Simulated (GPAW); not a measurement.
# AlN (P6_3mc) in GPAW: further runs

Aim: see how the results for AlN move with the level of theory and the settings. Levels: PBEsol+D4, PBE. Tasks: relaxation of cell and atoms, single point.

Everything below comes from runs of GPAW 26.7.0. Logs are shortened: lines on timing, memory, paths and dates and some standing lists are left out, and cuts for length are marked. The log counts tension as positive stress, the text compression.

**What was measured.**

From “Self-assembly of well-separated AlN nanowires directly on sputtered metallic TiN films”, 2019, arxiv:1910.07391, for a bulk crystal of AlN at 10 K: band gap 6.034 eV (an exciton energy, a little under the gap).

The runs below are set against these values where they give the same quantity.

## 1. The crystal as given

The structure is hexagonal, space group P6_3mc (No. 186). Conventional cell: a = 3.113 Å, b = 3.113 Å, c = 4.981 Å, α = 90.00°, β = 90.00°, γ = 120.00°. Al (site symmetry 3m) has 4 N at 1.89 Å as nearest neighbours. Around N (site symmetry 3m) lie 4 Al at 1.89 Å.

## 2. Relaxation of cell and atoms, PBEsol+D4

The input, run.py:

```python
from ase.calculators.mixing import SumCalculator
from ase.filters import FrechetCellFilter
from ase.io import read, write
from ase.optimize import FIRE
from dftd4.ase import DFTD4
from gpaw import GPAW, PW, setup_paths

setup_paths.insert(0, '.')

atoms = read('AlN.cif')

calc = GPAW(mode=PW(800),
            xc='PBEsol',
            kpts={'size': (7, 7, 4), 'gamma': True},
            occupations={'name': 'fermi-dirac', 'width': 0.05},
            nbands=18,
            convergence={'density': 1e-05, 'energy': 1e-05},
            maxiter=150,
            txt='gpaw.txt')
atoms.calc = SumCalculator([calc, DFTD4(method='pbesol')])
opt = FIRE(FrechetCellFilter(atoms), trajectory='relax.traj', logfile='-')
done = opt.run(fmax=0.02, steps=40)
calc.write('gs.gpw')
write('result.traj', atoms)
print('Converged:', done)
print('Cell:', atoms.cell.cellpar().round(4))
print('Volume:', round(atoms.get_volume(), 4))
print(atoms.get_scaled_positions().round(5))
```

The input, AlN.cif:

```cif
data_AlN
_cell_length_a 3.11300000
_cell_length_b 3.11300000
_cell_length_c 4.98100000
_cell_angle_alpha 90.00000000
_cell_angle_beta 90.00000000
_cell_angle_gamma 120.00000000
_space_group_name_H-M_alt 'P1'
_space_group_name_Hall 'P 1'
_space_group_IT_number 1
loop_
_space_group_symop_operation_xyz
'x,y,z'
loop_
_atom_site_label
_atom_site_type_symbol
_atom_site_symmetry_multiplicity
_atom_site_Wyckoff_symbol
_atom_site_fract_x
_atom_site_fract_y
_atom_site_fract_z
_atom_site_occupancy
Al1 Al 1 a 0.6666666667 0.3333333333 0.5000000000 1
Al2 Al 1 a 0.3333333333 0.6666666667 0.0000000000 1
N1 N 1 a 0.6666666667 0.3333333333 0.8800000000 1
N2 N 1 a 0.3333333333 0.6666666667 0.3800000000 1
```

Potentials or basis: PAW data sets generated in the run's folder for this functional, pw.

Started as:

```bash
$ gpaw-setup -f PBEsol Al N
$ OMP_NUM_THREADS=1 python run.py
```

gpaw.txt:

```text
__  _  _
 | _ |_)|_||  |
 |__||  | ||/\| - 26.7.0

Input parameters:
  mode=PW(ecut=800.0),
  convergence={'density': 1e-05, 'energy': 1e-05},
  kpts=MonkhorstPack(size=(7, 7, 4), gamma=True),
  maxiter=150,
  nbands=18,
  occupations=Occupations(name='fermi-dirac', width=0.05),
  xc=XC(name='PBEsol')

Diagonalizing LCAO Hamiltonian
Converting LCAO to pw mode

           N

           Al
        N

        Al

Atoms  # Å, Bohr magnetons
|   | symbol |         x |        y |        z |    initial magnetic moments |
|---|--------|-----------|----------|----------|-----------------------------|
| 0 |     Al |  1.556500 | 0.898646 | 2.490500 | ( 0.0000,  0.0000,  0.0000) |
| 1 |     Al | -0.000000 | 1.797291 | 0.000000 | ( 0.0000,  0.0000,  0.0000) |
| 2 |      N |  1.556500 | 0.898646 | 4.383280 | ( 0.0000,  0.0000,  0.0000) |
| 3 |      N | -0.000000 | 1.797291 | 1.892780 | ( 0.0000,  0.0000,  0.0000) |

Unit cell  # Å
| periodic |         x |        y |        z |  lengths |     angles |
|----------|-----------|----------|----------|----------|------------|
|      yes |  3.113000 | 0.000000 | 0.000000 | 3.113000 |  90.000000 |
|      yes | -1.556500 | 2.695937 | 0.000000 | 3.113000 |  90.000000 |
|      yes |  0.000000 | 0.000000 | 4.981000 | 4.981000 | 120.000000 |

Number of symmetries: 6
Symmetry operations  # r_c * U_cc + t_c -> r_c
|   | kind |            matrix            |
|---|------|------------------------------|
| 0 |  σ   |  1, 1, 0,  0,-1, 0,  0, 0, 1 |
| 1 |  E   |  1, 0, 0,  0, 1, 0,  0, 0, 1 |
| 2 |  C3  |  0, 1, 0, -1,-1, 0,  0, 0, 1 |
| 3 |  σ   |  0,-1, 0, -1, 0, 0,  0, 0, 1 |
| 4 |  σ   | -1, 0, 0,  1, 1, 0,  0, 0, 1 |
| 5 |  C3  | -1,-1, 0,  1, 0, 0,  0, 0, 1 |

BZ-sampling:
  Number of BZ points: 196
  Number of IBZ points: 28
[... 208 lines left out ...]
        Al

Atoms  # Å, Bohr magnetons
|   | symbol |         x |        y |         z |    initial magnetic moments |
|---|--------|-----------|----------|-----------|-----------------------------|
| 0 |     Al |  1.555995 | 0.898354 |  2.488945 | ( 0.0000,  0.0000,  0.0000) |
| 1 |     Al | -0.000000 | 1.796709 | -0.001339 | ( 0.0000,  0.0000,  0.0000) |
| 2 |      N |  1.555995 | 0.898354 |  4.384242 | ( 0.0000,  0.0000,  0.0000) |
| 3 |      N | -0.000000 | 1.796709 |  1.893955 | ( 0.0000,  0.0000,  0.0000) |

Unit cell  # Å
| periodic |         x |         y |        z |  lengths |     angles |
|----------|-----------|-----------|----------|----------|------------|
|      yes |  3.111990 | -0.000000 | 0.000000 | 3.111990 |  90.000000 |
|      yes | -1.555995 |  2.695063 | 0.000000 | 3.111990 |  90.000000 |
|      yes |  0.000000 |  0.000000 | 4.980569 | 4.980569 | 120.000000 |

Number of symmetries: 6
Symmetry operations  # r_c * U_cc + t_c -> r_c
|   | kind |            matrix            |
|---|------|------------------------------|
| 0 |  σ   |  1, 1, 0,  0,-1, 0,  0, 0, 1 |
| 1 |  E   |  1, 0, 0,  0, 1, 0,  0, 0, 1 |
| 2 |  C3  |  0, 1, 0, -1,-1, 0,  0, 0, 1 |
| 3 |  σ   |  0,-1, 0, -1, 0, 0,  0, 0, 1 |
| 4 |  σ   | -1, 0, 0,  1, 1, 0,  0, 0, 1 |
| 5 |  C3  | -1,-1, 0,  1, 0, 0,  0, 0, 1 |

BZ-sampling:
  Number of BZ points: 196
  Number of IBZ points: 28
[... 419 lines left out ...]
Stress tensor  # eV/Ang^3
|         x |         y |         z |
|-----------|-----------|-----------|
| -0.009245 | -0.000000 |  0.000000 |
| -0.000000 | -0.009245 |  0.000000 |
|  0.000000 |  0.000000 | -0.010033 |

Forces  # eV/Ang
|        x |        y |        z |
|----------|----------|----------|
|  0.00000 |  0.00000 | -0.03034 |  # Al   0
| -0.00000 | -0.00000 | -0.03035 |  # Al   1
|  0.00000 | -0.00000 |  0.03031 |  # N    2
| -0.00000 | -0.00000 |  0.03025 |  # N    3

Diagonalizing LCAO Hamiltonian
Converting LCAO to pw mode

           N

           Al
        N

        Al

Atoms  # Å, Bohr magnetons
|   | symbol |         x |        y |         z |    initial magnetic moments |
|---|--------|-----------|----------|-----------|-----------------------------|
| 0 |     Al |  1.553810 | 0.897093 |  2.482594 | ( 0.0000,  0.0000,  0.0000) |
| 1 |     Al | -0.000000 | 1.794186 | -0.006102 | ( 0.0000,  0.0000,  0.0000) |
| 2 |      N |  1.553810 | 0.897093 |  4.386218 | ( 0.0000,  0.0000,  0.0000) |
| 3 |      N | -0.000000 | 1.794186 |  1.897509 | ( 0.0000,  0.0000,  0.0000) |

Unit cell  # Å
| periodic |         x |         y |         z |  lengths |     angles |
|----------|-----------|-----------|-----------|----------|------------|
|      yes |  3.107621 | -0.000000 |  0.000000 | 3.107621 |  90.000000 |
|      yes | -1.553810 |  2.691278 | -0.000000 | 3.107621 |  90.000000 |
|      yes |  0.000000 | -0.000000 |  4.977392 | 4.977392 | 120.000000 |
[... 364 lines left out ...]
xc functional:
  name: PBEsol with 2 nearest neighbor stencil

convergence criteria:
- Maximum integral of absolute [dens]ity change: 1e-05 electrons / valence electron
- Maximum [total energy] change in last 3 cyles: 1e-05 eV / valence electron
- Maximum integral of absolute [eigenst]ate change: 4e-08 eV^2 / valence electron
maximum number of iterations: 150

SCF iterations
|iter     | |      energy | eigst |  dens |
|---------|-|-------------|-------|-------|
|iter:   1| |  -31.247591 | -5.09 |       |
|iter:   2| |  -31.247604 | -7.83c| -3.07 |
|iter:   3| |  -31.247717c| -6.37 | -3.09 |
|iter:   4| |  -31.247722c| -8.22c| -3.76 |
|iter:   5| |  -31.247723c| -7.78c| -4.19 |
|iter:   6| |  -31.247723c| -8.72c| -4.84 |
|iter:   7| |  -31.247723c|-10.00c| -6.04c|

Converged in 7 steps
Energy contributions relative to reference atoms: (reference = -16132.195633)

Energy contributions:
  Kinetic:          36.212277
  Coulomb:         -31.573162
  Zero:              0.158500
  External:          0.000000
  Xc:              -36.045337
  Entropy:           0.000000
  Spinorbit:         0.000000
  ----------------------------
  Free energy:     -31.247723
  Extrapolated:    -31.247723

dipole moment: (-0.000000, -0.000001, 10.132819)  # |e|*Ang

Fermi level: 8.193
Eigenvalues  # (at kpt = [0.000, 0.000, 0.000])
| band index |      eig [eV] | occ [0-2] |
|------------|---------------|-----------|
|          0 |        -9.091 |     2.000 |
|          1 |        -6.894 |     2.000 |
|          2 |         0.021 |     2.000 |
|          3 |         5.222 |     2.000 |
|          4 |         5.222 |     2.000 |
|          5 |         5.880 |     2.000 |
[... 1410 lines left out ...]
Stress tensor  # eV/Ang^3
|         x |         y |         z |
|-----------|-----------|-----------|
| -0.015027 | -0.000002 | -0.000000 |
| -0.000002 | -0.015030 |  0.000000 |
| -0.000000 |  0.000000 | -0.014836 |

Forces  # eV/Ang
|        x |        y |        z |
|----------|----------|----------|
| -0.00003 |  0.00002 | -0.01543 |  # Al   0
|  0.00003 | -0.00002 | -0.01543 |  # Al   1
| -0.00001 |  0.00000 |  0.01572 |  # N    2
|  0.00001 | -0.00000 |  0.01569 |  # N    3

# Writing to gs.gpw (mode='')
```

Run time: 5.5 min. Hardware: 1 thread of Arm Neoverse V1, shared host; peak memory 0.35 GiB.

Results:

```
Free energy                            : -31.9463 eV
Relaxed volume                         : 10.38 Å³/atom
Relaxed cell                           : a = 3.106 Å, b = 3.106 Å, c = 4.971 Å, α = 90.00°, β = 90.00°, γ = 120.00°
Space group after relaxing (to 0.05 Å) : P6_3mc (No. 186)
Energy gained by relaxing              : 0.4 meV/atom
Ionic steps                            : 11
Pressure after relaxing                : -0.2 GPa
Largest force after relaxing           : 0.016 eV/Å
Band gap on the k mesh                 : 4.19 eV, direct
Dispersion energy per atom             : -0.175 eV
```

Forces in eV/Å, atoms in the order of the input:
```
Al   0.000  0.000 -0.016
Al   0.000  0.000 -0.016
N    0.000  0.000  0.016
N    0.000  0.000  0.016
```

The path:
| step | energy change (eV) | largest force (eV/Å) | pressure (GPa) | volume (Å³) |
| --- | --- | --- | --- | --- |
| 1 | 0.0000 | 0.1342 | -1.50 | 41.80 |
| 2 | -0.0008 | 0.0953 | -1.37 | 41.77 |
| 3 | -0.0017 | 0.0305 | -1.09 | 41.71 |
| 4 | -0.0017 | 0.0379 | -0.69 | 41.63 |
| 5 | -0.0017 | 0.0350 | -0.67 | 41.62 |
| 6 | -0.0018 | 0.0295 | -0.63 | 41.62 |
| 7 | -0.0018 | 0.0218 | -0.58 | 41.61 |
| 8 | -0.0018 | 0.0124 | -0.52 | 41.59 |
| 9 | -0.0018 | 0.0022 | -0.44 | 41.58 |
| 10 | -0.0017 | 0.0079 | -0.34 | 41.56 |
| 11 | -0.0017 | 0.0159 | -0.24 | 41.54 |

Final structure:
```
Al N
1.0
     3.10615    0.00000    0.00000
    -1.55307    2.69000    0.00000
     0.00000    0.00000    4.97145
Al N
2 2
Direct
  0.66667 0.33333 0.49911
  0.33333 0.66667 0.99911
  0.66667 0.33333 0.88089
  0.33333 0.66667 0.38089
```

Caveat: later steps reuse the first step's grids.

## 3. Single point, PBE

The input, run.py:

```python
from ase.dft.bandgap import bandgap
from ase.io import read, write
from ase.units import GPa
from gpaw import GPAW, PW

atoms = read('AlN.cif')

calc = GPAW(mode=PW(600),
            xc='PBE',
            kpts={'size': (8, 8, 5), 'gamma': True},
            occupations={'name': 'fermi-dirac', 'width': 0.05},
            nbands=18,
            convergence={'density': 1e-05, 'energy': 1e-05},
            maxiter=80,
            txt='gpaw.txt')
atoms.calc = calc
energy = atoms.get_potential_energy()
forces = atoms.get_forces()
stress = atoms.get_stress()
calc.write('gs.gpw')
write('result.traj', atoms)
print(f'Energy: {energy:.6f} eV')
print('Forces (eV/A):')
print(forces.round(4))
print('Stress (GPa):', (stress / GPa).round(3))
print('Fermi level:', round(calc.get_fermi_level(), 4), 'eV')
print(f'Gap: {bandgap(calc)[0]:.4f} eV, direct: {bandgap(calc, direct=True)[0]:.4f} eV')
```

AlN.cif is that of step 2.

Potentials or basis: GPAW PAW data sets (gpaw-data 1.2.1), pw.

Started as:

```bash
$ OMP_NUM_THREADS=1 python run.py
```

Run time: 21 s. Hardware: 1 thread of Arm Neoverse V1, shared host; peak memory 0.16 GiB.

It converged, with:

- Free energy: -29.3696 eV
- Pressure: -1.6 GPa
- Largest force: 0.133 eV/Å
- Band gap on the k mesh: 4.20 eV, direct

Forces in eV/Å, atoms in the order of the input:
```
Al   0.000  0.000 -0.133
Al   0.000  0.000 -0.133
N    0.000  0.000  0.133
N    0.000  0.000  0.133
```

Stress tensor (GPa, compression positive):
```
-2.13  0.00  0.00
 0.00 -2.13  0.00
 0.00  0.00 -0.58
```

Levels at points of the mesh, in eV from the valence-band top:
```
           k point  band 5  band 6  band 7  band 8  band 9  band 10  band 11  band 12
(0.00, 0.00, 0.00)   -0.83   -0.18   -0.18    0.00    4.20     6.65    10.62    11.15
(0.50, 0.50, 0.00)   -3.34   -2.07   -1.78   -0.66    5.80     5.81     8.19    10.30
```

Caveat: the cutoff is short for stress and forces, so pressures can be off by a GPa or more.

## 4. How close it comes

Step 3. Against the measured gap of AlN, 6.034 eV (an exciton energy, a little under the gap; 10 K; quoted in “Self-assembly of well-separated AlN nanowires directly on sputtered metallic TiN films”, 2019, arxiv:1910.07391), the calculated 4.20 eV is off by -1.84 eV. 2 values of this kind are on record (6.034 to 6.0343 eV); this one was drawn at random. The value is that of PBE, without temperature or zero-point motion. Semilocal functionals fall short of measured gaps as a rule.
